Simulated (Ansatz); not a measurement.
The cell is COD entry 9008835, as deposited and not checked against the literature; nothing was relaxed.

A run on BP: DFT, PBE, all-electron LAPW, scalar-relativistic (Ansatz 0.2.0). The input:

```yaml
crystal:
  lattice:
    - [0.0, 2.269, 2.269]
    - [2.269, 0.0, 2.269]
    - [2.269, 2.269, 0.0]
  atoms:
    - { symbol: B, position: [0.0, 0.0, 0.0] }
    - { symbol: P, position: [0.75, 0.75, 0.75] }
kpoints:
  mp_grid: { grid: [15, 15, 15] }
scf:
  occupations: { method: fermi_dirac, width: 0.05 }
hamiltonian:
  xc: pbe
  pseudopotentials:
    kind: all_electron
    lapw: { basis_error: 0.001, muffin_tin_radii: { B: 1.1, P: 1.1 } }
output:
  forces: true
  stress: true
  eigenvalues: true
```

**Question.** Did this run give a result to trust?

**Answer.** No. The program refused the input. The typed spheres overlap: twice 1.100 Å exceeds the shortest distance, 1.965 Å; smaller radii, or none typed, cure it. It says:
```
Error: `kind: all_electron` solves this crystal on LAPW (the input types lapw, or this build lists no dataset of some species for it), and no LAPW basis is found for it: the given muffin-tin radii of B and P, or the smallest supported ones, add up to 2.200 Å, and 1.965 Å are free between these atoms; give smaller radii, or leave one out; where each species has a listed dataset, leave lapw and dirac_shells out and run without spin–orbit coupling, or set another kind (and leave the keys of all_electron out)
```
 The same cell converged in the base run, which differs by not having this change: all sphere radii typed as 1.1 A.
